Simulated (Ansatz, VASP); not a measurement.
C in VASP and in Ansatz

```
C
1.0
     1.20169    0.69379    3.27735
    -1.20169    0.69379    3.27735
     0.00000   -1.38759    3.27735
C
2
Cartesian
  0.0000 0.0000 1.6195
  0.0000 0.0000 8.2126
```

Change from the starting cell: mode 4 frozen in at -0.019 Å, equal normal strain along x, y and z -0.0250.

Alike in both runs: task single point; functional PBE; dispersion D3(BJ); k mesh 15 × 15 × 15; occupations gaussian, width 0.05 eV; no spin polarisation.

|  | VASP | Ansatz |
| --- | --- | --- |
| version | VASP 6.6.1 | Ansatz 0.2.0 |
| potentials or method | VASP PAW PBE potentials, release 64 (C) | scalar-relativistic, plane waves, PAW |
| plane-wave cutoff (eV) | 520 | 520 |
| valence electrons in the cell | 8 | 8 |

|  | VASP | Ansatz | Ansatz less VASP |
| --- | --- | --- | --- |
| gap on the k mesh at the Fermi level (eV) | 0.79 | 0.79 | 0.000 |
| least direct gap on the mesh (eV) | 0.79 | 0.79 | 0.000 |
| pressure (GPa) | 26.3 | 25.8 | -0.46 |
| largest component of the traceless stress (GPa) | 25.77 | 25.19 | -0.581 |
| rms of the force components (eV/Å) | 0.345 | 0.346 | +0.0012 |

Atom by atom the forces differ by 0.001 eV/Å (rms over components).

Caveats: so large a pressure means that the cell lies far from this level's equilibrium, or that cutoff or potentials fall short (VASP); an odd mesh through Γ misses points on the zone boundary, where band edges often lie.
